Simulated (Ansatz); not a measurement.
CuI (Marshite):

```
CELL_PARAMETERS angstrom
0.00000 3.03150 3.03150
3.03150 0.00000 3.03150
3.03150 3.03150 0.00000
ATOMIC_POSITIONS crystal
I 0.00000 0.00000 0.00000
Cu 0.75000 0.75000 0.75000
```

- Program: Ansatz 0.2.0
- Task: single point
- Functional: PBE
- Potentials or basis: Ansatz PAW
- Cutoff: 420 eV (not typed: the program's choice for these potentials)
- k mesh: 8 × 8 × 8
- Occupations: fermi-dirac, width 0.05 eV
- Spin: no spin polarisation

On this cell: pressure 0.3 GPa; largest force zero by symmetry; band gap on the k mesh 1.12 eV, direct.

The same run follows on a disturbed copy (atoms moved at random, drawn with an rms of 0.05 Å):

```
I Cu
1.0
     0.00000    3.03150    3.03150
     3.03150    0.00000    3.03150
     3.03150    3.03150    0.00000
I Cu
1 1
Direct
  0.99532 0.00687 0.00367
  0.76201 0.76128 0.73768
```

Question: What changes?

Answer: The energy moves by +3.3 meV/atom; pressure 0.4 GPa; largest force 0.181 eV/Å; band gap on the k mesh 1.11 eV, direct.

Forces on the atoms (eV/Å):
```
I   -0.087 -0.022  0.157
Cu   0.087  0.022 -0.157
```

Stress tensor (GPa, compression positive):
```
 0.42  0.60 -0.08
 0.60  0.44 -0.33
-0.08 -0.33  0.39
```

Caveats: spin-orbit coupling is left out, which moves the levels of the heavy elements.

